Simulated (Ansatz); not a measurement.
Runs of Ansatz 0.2.0 on SiC (Moissanite). Symmetry: P6_3mc, No. 186, hexagonal system. The conventional cell has a = 3.076 Å, b = 3.076 Å, c = 5.048 Å, α = 90.00°, β = 90.00°, γ = 120.00°. Around Si (site symmetry 3m) lie 4 C at 1.87 to 1.94 Å. C (site symmetry 3m) is surrounded by 4 Si at 1.87 to 1.94 Å. 

```csv
screening (1/Å),share of exact exchange,gap on the mesh (eV),pressure (GPa),largest force (eV/Å)
0.2,0.25,3.78,-1.0,0.76
0.1,0.25,4.09,-1.2,0.76
0.15,0.25,3.92,-1.1,0.76
0.3,0.25,3.55,-0.7,0.76
0.2,0.15,3.38,0.8,0.75
0.6,0.25,(a),(b),0.75
0.2,0.2,3.58,-0.1,0.76
0.2,0.4,4.39,-3.7,0.77
0.2,0.05,2.99,2.7,0.74
0.4,0.25,3.37,-0.3,0.75
0.2,0.3,3.98,-1.9,0.77
```

Alike in all rows: task single point; level HSE06 form with a typed share of exact exchange; potentials or basis Ansatz PAW; no spin polarisation; cell as given; k mesh 5 × 5 × 3; cutoff (eV) 420; smearing fermi-dirac 0.05 eV; the mesh is coarse, so values aren't converged.

**Question.** Fill in the values left out.

**Answer.** (a) 3.15; (b) 0.6.

Caveats: all runs use coarse meshes; odd divisions of the mesh miss points on the zone boundary, where band edges often lie, so the gap on the mesh can be too wide; the PAW data sets come from PBE, with cores solved anew for the run's functional, which leaves a small shift of forces and pressure; the thresholds are loose for stress.

A k mesh can miss the band edges.
